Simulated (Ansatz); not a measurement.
## GaP: Born charges and dielectric tensor with PBE

**What was measured.**

“Stacking defects in GaP nanowires: Electronic structure and optical properties”, 2018, arxiv:1810.01194 quotes, for a bulk crystal of GaP at 10 K: band gap 2.34 eV (indirect).

Crystal: GaP.

```
Ga P
1.0
     0.00000    2.72525    2.72525
     2.72525    0.00000    2.72525
     2.72525    2.72525    0.00000
Ga P
1 1
Cartesian
  0.0000 0.0000 0.0000
  4.0879 4.0879 4.0879
```

```
Program             : Ansatz 0.2.0
Task                : Born charges and dielectric tensor
Functional          : PBE
Potentials or basis : Ansatz PAW
Cutoff              : 420 eV (not typed: the program's choice for these potentials)
k mesh              : 8 × 8 × 8
Occupations         : fixed
Spin                : no spin polarisation
```

```
Band gap on the k mesh                  : 1.64 eV, indirect (least direct gap 1.83 eV)
Electronic dielectric tensor (diagonal) : 10.37
Born charges (mean of the diagonal)     : Ga +2.15; P -2.15 e
```

Levels at points of the mesh, in eV from the valence-band top:
```csv
k point,band 5,band 6,band 7,band 8,band 9,band 10,band 11,band 12,band 13
"(0.00, 0.00, 0.00)",-14.43,-12.49,0.00,0.00,0.00,1.83,3.89,3.89,3.89
"(0.00, 0.00, -0.50)",-14.42,-10.43,-6.63,-1.12,-1.12,1.67,4.71,4.71,8.28
"(0.00, -0.50, -0.50)",-14.41,-9.53,-6.75,-2.68,-2.68,1.65,1.82,10.58,10.58
"(-0.50, 0.00, 0.00)",-14.42,-10.43,-6.63,-1.12,-1.12,1.67,4.71,4.71,8.28
"(-0.50, 0.00, -0.50)",-14.41,-9.53,-6.75,-2.68,-2.68,1.65,1.82,10.58,10.58
```

Electronic dielectric tensor:
```
10.37  0.00  0.00
 0.00 10.37  0.00
 0.00  0.00 10.37
```

Born effective charge tensors (e):
atom 1, Ga
```
2.15 0.00 0.00
0.00 2.15 0.00
0.00 0.00 2.15
```
atom 2, P
```
-2.15  0.00  0.00
 0.00 -2.15  0.00
 0.00  0.00 -2.15
```

It took 78 s on 2 threads of Intel(R) Xeon(R) Processor @ 2.50GHz (Skylake/Cascade Lake) (shared host), peak memory 0.55 GiB.

A measured gap of GaP is 2.34 eV (indirect; 10 K; quoted in “Stacking defects in GaP nanowires: Electronic structure and optical properties”, 2018, arxiv:1810.01194); the calculated 1.64 eV misses it by -0.70 eV. Spin-orbit coupling on Ga is left out. The value is that of PBE on a finite k mesh, which can miss the band edges, without temperature or zero-point motion. Semilocal functionals fall short of measured gaps as a rule.
